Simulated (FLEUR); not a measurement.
A run of FLEUR MaX-R8.1 (later development tree) is set up as follows.

Contents of inp.xml:

```xml
<?xml version="1.0" encoding="UTF-8" standalone="no"?>
<fleurInput fleurInputVersion="0.39">
   <comment>
      GaP                                                                                                 
   </comment>
   <calculationSetup>
      <cutoffs Kmax="5.05" Gmax="15.7" GmaxXC="15.7" numbands="0"/>
      <scfLoop itmax="60" minDistance="0.00001" maxIterBroyd="15" imix="Anderson" alpha="0.05" precondParam="0.0" spinf="2.0" sdNocoIR="T"/>
      <coreElectrons ctail="T" frcor="F" kcrel="0" coretail_lmax="0"/>
      <xcFunctional name="vwn" relativisticCorrections="F"/>
      <magnetism jspins="1"/>
      <soc l_soc="F" theta="0.0" phi="0.0" spav="F"/>
      <expertModes spex="0" secvar="F"/>
      <geometryOptimization l_f="F" forcealpha="1.0" forcemix="BFGS" epsdisp="0.00001" epsforce="0.00001"/>
      <ldaU l_linMix="F" mixParam="0.05" spinf="1.0"/>
   </calculationSetup>
   <cell>
      <bzIntegration valenceElectrons="32.0" mode="hist" fermiSmearingEnergy="0.00183747">
         <kPointListSelection listName="default-1"/>
         <!-- k-points included here -->
         <xi:include xmlns:xi="http://www.w3.org/2001/XInclude" href="kpts.xml"> </xi:include>
      </bzIntegration>
      <!-- symmetry operations included here -->
      <xi:include xmlns:xi="http://www.w3.org/2001/XInclude" href="sym.xml"> </xi:include>
      <bulkLattice scale="1.0">
         <bravaisMatrix>
            <row-1>    0.0000000000000000     5.1499761210661497     5.1499761210661497</row-1>
            <row-2>    5.1499761210661497     0.0000000000000000     5.1499761210661497</row-2>
            <row-3>    5.1499761210661497     5.1499761210661497     0.0000000000000000</row-3>
         </bravaisMatrix>
      </bulkLattice>
   </cell>
   <atomSpecies>
      <species name="Gallium (Ga)" element="Ga" atomicNumber="31">
         <mtSphere radius="2.19" gridPoints="725" logIncrement="0.017"/>
         <atomicCutoffs lmax="9" lnonsphr="9"/>
         <electronConfig flipSpins="F">
            <coreConfig>(1s1/2) (2s1/2) (2p1/2) (2p3/2)</coreConfig>
            <valenceConfig>(3s1/2) (3p1/2) (3p3/2) (4s1/2) (3d3/2) (3d5/2) (4p1/2) (4p3/2)</valenceConfig>
            <stateOccupation state="(4p1/2)" spinUp="0.166667" spinDown="0.166667"/>
            <stateOccupation state="(4p3/2)" spinUp="0.333333" spinDown="0.333333"/>
         </electronConfig>
         <energyParameters s="4" p="4" d="3" f="4"/>
         <lo type="SCLO" l="0" n="3" eDeriv="0"/>
         <lo type="SCLO" l="1" n="3" eDeriv="0"/>
         <lo type="SCLO" l="1" n="3" eDeriv="1"/>
         <lo type="HELO" l="2" n="4" eDeriv="0"/>
         <lo type="HELO" l="2" n="4" eDeriv="1"/>
         <lo type="SCLO" l="3" n="4" eDeriv="2"/>
      </species>
      <species name="Phosphorous (P)" element="P" atomicNumber="15">
         <mtSphere radius="1.94" gridPoints="641" logIncrement="0.018"/>
         <atomicCutoffs lmax="8" lnonsphr="8"/>
         <electronConfig flipSpins="F">
            <coreConfig>(1s1/2) (2s1/2)</coreConfig>
            <valenceConfig>(2p1/2) (2p3/2) (3s1/2) (3p1/2) (3p3/2)</valenceConfig>
            <stateOccupation state="(3p1/2)" spinUp="0.500000" spinDown="0.500000"/>
            <stateOccupation state="(3p3/2)" spinUp="1.000000" spinDown="1.000000"/>
         </electronConfig>
         <energyParameters s="3" p="3" d="3" f="4"/>
         <lo type="SCLO" l="1" n="2" eDeriv="0"/>
         <lo type="SCLO" l="0" n="3" eDeriv="2"/>
         <lo type="SCLO" l="2" n="3" eDeriv="2"/>
         <lo type="SCLO" l="3" n="4" eDeriv="2"/>
      </species>
   </atomSpecies>
   <atomGroups>
      <atomGroup species="Gallium (Ga)">
         <relPos label="                   1">.0000000000 .0000000000 .0000000000</relPos>
         <force calculate="T" relaxXYZ="TTT"/>
      </atomGroup>
      <atomGroup species="Phosphorous (P)">
         <relPos label="                   2">-1.000/4.000 -1.000/4.000 -1.000/4.000</relPos>
         <force calculate="T" relaxXYZ="TTT"/>
      </atomGroup>
   </atomGroups>
   <output dos="F" band="F" slice="F">
      <checks vchk="F" cdinf="F"/>
      <bandDOS minEnergy="-.5*Htr" maxEnergy="0.5*Htr" sigma="0.015" storeEVData="T"/>
      <vacuumDOS vacdos="F" integ="F" star="F" nstars="0" locx1="0.0" locy1="0.0" locx2="0.0" locy2="0.0" nstm="0" tworkf="0.0"/>
      <unfoldingBand unfoldBand="F" supercellX="1" supercellY="1" supercellZ="1"/>
      <plotting iplot="0" polar="F">
         <plot TwoD="T" vec1="  1.0  0.0  0.0" vec2="  0.0  1.0  0.0" vec3="  0.0  0.0  1.0" zero="  0.0  0.0  0.0" file="plot"/>
      </plotting>
      <chargeDensitySlicing numkpt="0" minEigenval="0.0" maxEigenval="0.0" nnne="0" pallst="F"/>
      <specialOutput eonly="F"/>
      <moessbauerParams electricFieldGradient="T" isomerShift="T" coreHyperfine="T" valenceHyperfine="T"/>
      <magneticCircularDichroism mcd="F" energyLo="-10.0" energyUp="0.0"/>
   </output>
  <!-- We include the file relax.xml here to enable relaxations (see documentation) -->
  <xi:include xmlns:xi="http://www.w3.org/2001/XInclude" href="relax.xml"> <xi:fallback/> </xi:include>
</fleurInput>
```

Contents of crystal.txt:

```
GaP
&input cartesian=F /
0.0000000000  2.7252500000  2.7252500000
2.7252500000  0.0000000000  2.7252500000
2.7252500000  2.7252500000  0.0000000000
1.8897261246
1.0 1.0 1.0

2
31 0.0000000000  0.0000000000  0.0000000000
15 0.7500000000  0.7500000000  0.7500000000

&kpt div1=8 div2=8 div3=8 gamma=T /
```

inp.xml (bands)

```
<?xml version="1.0" encoding="UTF-8" standalone="no"?>
<fleurInput fleurInputVersion="0.39">
   <comment>
      GaP                                                                                                 
   </comment>
   <calculationSetup>
      <cutoffs Kmax="5.05" Gmax="15.7" GmaxXC="15.7" numbands="0"/>
      <scfLoop itmax="60" minDistance="0.00001" maxIterBroyd="15" imix="Anderson" alpha="0.05" precondParam="0.0" spinf="2.0" sdNocoIR="T"/>
      <coreElectrons ctail="T" frcor="F" kcrel="0" coretail_lmax="0"/>
      <xcFunctional name="vwn" relativisticCorrections="F"/>
      <magnetism jspins="1"/>
      <soc l_soc="F" theta="0.0" phi="0.0" spav="F"/>
      <expertModes spex="0" secvar="F"/>
      <geometryOptimization l_f="F" forcealpha="1.0" forcemix="BFGS" epsdisp="0.00001" epsforce="0.00001"/>
      <ldaU l_linMix="F" mixParam="0.05" spinf="1.0"/>
   </calculationSetup>
   <cell>
      <bzIntegration valenceElectrons="32.0" mode="hist" fermiSmearingEnergy="0.00183747">
         <kPointListSelection listName="path-1"/>
         <!-- k-points included here -->
         <xi:include xmlns:xi="http://www.w3.org/2001/XInclude" href="kpts.xml"> </xi:include>
      </bzIntegration>
      <!-- symmetry operations included here -->
      <xi:include xmlns:xi="http://www.w3.org/2001/XInclude" href="sym.xml"> </xi:include>
      <bulkLattice scale="1.0">
         <bravaisMatrix>
            <row-1>    0.0000000000000000     5.1499761210661497     5.1499761210661497</row-1>
            <row-2>    5.1499761210661497     0.0000000000000000     5.1499761210661497</row-2>
            <row-3>    5.1499761210661497     5.1499761210661497     0.0000000000000000</row-3>
         </bravaisMatrix>
      </bulkLattice>
   </cell>
   <atomSpecies>
      <species name="Gallium (Ga)" element="Ga" atomicNumber="31">
         <mtSphere radius="2.19" gridPoints="725" logIncrement="0.017"/>
         <atomicCutoffs lmax="9" lnonsphr="9"/>
         <electronConfig flipSpins="F">
            <coreConfig>(1s1/2) (2s1/2) (2p1/2) (2p3/2)</coreConfig>
            <valenceConfig>(3s1/2) (3p1/2) (3p3/2) (4s1/2) (3d3/2) (3d5/2) (4p1/2) (4p3/2)</valenceConfig>
            <stateOccupation state="(4p1/2)" spinUp="0.166667" spinDown="0.166667"/>
            <stateOccupation state="(4p3/2)" spinUp="0.333333" spinDown="0.333333"/>
         </electronConfig>
         <energyParameters s="4" p="4" d="3" f="4"/>
         <lo type="SCLO" l="0" n="3" eDeriv="0"/>
         <lo type="SCLO" l="1" n="3" eDeriv="0"/>
         <lo type="SCLO" l="1" n="3" eDeriv="1"/>
         <lo type="HELO" l="2" n="4" eDeriv="0"/>
         <lo type="HELO" l="2" n="4" eDeriv="1"/>
         <lo type="SCLO" l="3" n="4" eDeriv="2"/>
      </species>
      <species name="Phosphorous (P)" element="P" atomicNumber="15">
         <mtSphere radius="1.94" gridPoints="641" logIncrement="0.018"/>
         <atomicCutoffs lmax="8" lnonsphr="8"/>
         <electronConfig flipSpins="F">
            <coreConfig>(1s1/2) (2s1/2)</coreConfig>
            <valenceConfig>(2p1/2) (2p3/2) (3s1/2) (3p1/2) (3p3/2)</valenceConfig>
            <stateOccupation state="(3p1/2)" spinUp="0.500000" spinDown="0.500000"/>
            <stateOccupation state="(3p3/2)" spinUp="1.000000" spinDown="1.000000"/>
         </electronConfig>
         <energyParameters s="3" p="3" d="3" f="4"/>
         <lo type="SCLO" l="1" n="2" eDeriv="0"/>
         <lo type="SCLO" l="0" n="3" eDeriv="2"/>
         <lo type="SCLO" l="2" n="3" eDeriv="2"/>
         <lo type="SCLO" l="3" n="4" eDeriv="2"/>
      </species>
   </atomSpecies>
   <atomGroups>
      <atomGroup species="Gallium (Ga)">
         <relPos label="                   1">.0000000000 .0000000000 .0000000000</relPos>
         <force calculate="T" relaxXYZ="TTT"/>
      </atomGroup>
      <atomGroup species="Phosphorous (P)">
         <relPos label="                   2">-1.000/4.000 -1.000/4.000 -1.000/4.000</relPos>
         <force calculate="T" relaxXYZ="TTT"/>
      </atomGroup>
   </atomGroups>
   <output dos="F" band="T" slice="F">
      <checks vchk="F" cdinf="F"/>
      <bandDOS minEnergy="-.5*Htr" maxEnergy="0.5*Htr" sigma="0.015" storeEVData="T"/>
      <vacuumDOS vacdos="F" integ="F" star="F" nstars="0" locx1="0.0" locy1="0.0" locx2="0.0" locy2="0.0" nstm="0" tworkf="0.0"/>
      <unfoldingBand unfoldBand="F" supercellX="1" supercellY="1" supercellZ="1"/>
      <plotting iplot="0" polar="F">
         <plot TwoD="T" vec1="  1.0  0.0  0.0" vec2="  0.0  1.0  0.0" vec3="  0.0  0.0  1.0" zero="  0.0  0.0  0.0" file="plot"/>
      </plotting>
      <chargeDensitySlicing numkpt="0" minEigenval="0.0" maxEigenval="0.0" nnne="0" pallst="F"/>
      <specialOutput eonly="F"/>
      <moessbauerParams electricFieldGradient="T" isomerShift="T" coreHyperfine="T" valenceHyperfine="T"/>
      <magneticCircularDichroism mcd="F" energyLo="-10.0" energyUp="0.0"/>
   </output>
  <!-- We include the file relax.xml here to enable relaxations (see documentation) -->
  <xi:include xmlns:xi="http://www.w3.org/2001/XInclude" href="relax.xml"> <xi:fallback/> </xi:include>
</fleurInput>
```

Potentials or basis: all-electron, FLAPW.

Command:

```console
$ inpgen -f crystal.txt -profile fastHighL
$ # inp.xml edited to the form shown
$ fleur_MPI
$ fleur_MPI   # second run, on inp.xml (bands)
```

Task: What does it give for the band gap on the k mesh?

Result: 1.49 eV, indirect (least direct gap 1.61 eV).

Task: What does it give for the band gap along the path?

Result: 1.44 eV, indirect (least direct gap 1.61 eV).

Core levels (eV from the Fermi level):
```
atom                                                       levels
1 Ga  1s1/2 -10203.1, 2s1/2 -1254.8, 2p1/2 -1111.5, 2p3/2 -1083.9
 2 P                                  1s1/2 -2069.5, 2s1/2 -166.9
```

**Experimental background.**

“Stacking defects in GaP nanowires: Electronic structure and optical properties”, 2018, arxiv:1810.01194 quotes, for a bulk crystal of GaP at 10 K: band gap 2.34 eV (indirect).

A measured gap of GaP is 2.34 eV (indirect; 10 K; quoted in “Stacking defects in GaP nanowires: Electronic structure and optical properties”, 2018, arxiv:1810.01194); the calculated 1.44 eV misses it by -0.90 eV. Spin-orbit coupling on Ga is left out. The value is that of LDA, without temperature or zero-point motion. Semilocal functionals fall short of measured gaps as a rule.
